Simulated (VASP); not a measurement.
**Na under changes of volume**

One of the cells (38.570 Å³/atom); the others are scaled copies at fixed shape and fractional positions:

```
Na
1.0
     3.79195    0.00000    0.00000
    -1.89597    3.28392    0.00000
     0.00000    0.00000    6.19476
Na
2
Direct
  0.66667 0.33333 0.75000
  0.33333 0.66667 0.25000
```

This isn't the form of Na at room conditions, which is bcc.

| Property | Result |
| --- | --- |
| Program | VASP 6.6.1 |
| Functional | PBE |
| Potentials or basis | VASP PAW PBE potentials, release 64 (Na_pv) |
| Cutoff | 520 eV |
| k mesh | 8 × 8 × 5 |
| Occupations | fermi-dirac, width 0.05 eV |
| Spin | no spin polarisation |

| volume (Å³/atom) | energy over the lowest point (meV/atom) | pressure (GPa) |
| --- | --- | --- |
| 35.545 | 1.66 | 0.4 |
| 36.301 | 0.42 | 0.2 |
| 37.057 | 0.00 | 0.0 |
| 38.570 | ? | ? |
| 39.326 | 2.98 | -0.4 |
| 40.083 | 5.20 | -0.5 |

Q: What does the run at 38.570 Å³/atom give?

A: Energy over the lowest point 1.34 meV/atom; pressure -0.3 GPa.

Worked out: A Birch-Murnaghan fit of order 3 (a polynomial in V^(-2/3)) to the other rows has its minimum at 37.09 Å³/atom with B0 = V·E''(V) = 7.7 GPa and B' = 3.3 at fixed shape and positions, which overstates the stiffness. It gives 1.34 meV/atom at 38.570 Å³/atom, against the run's 1.34, and -dE/dV = -0.3 GPa, against -0.3.

Energies are extrapolated to zero smearing.
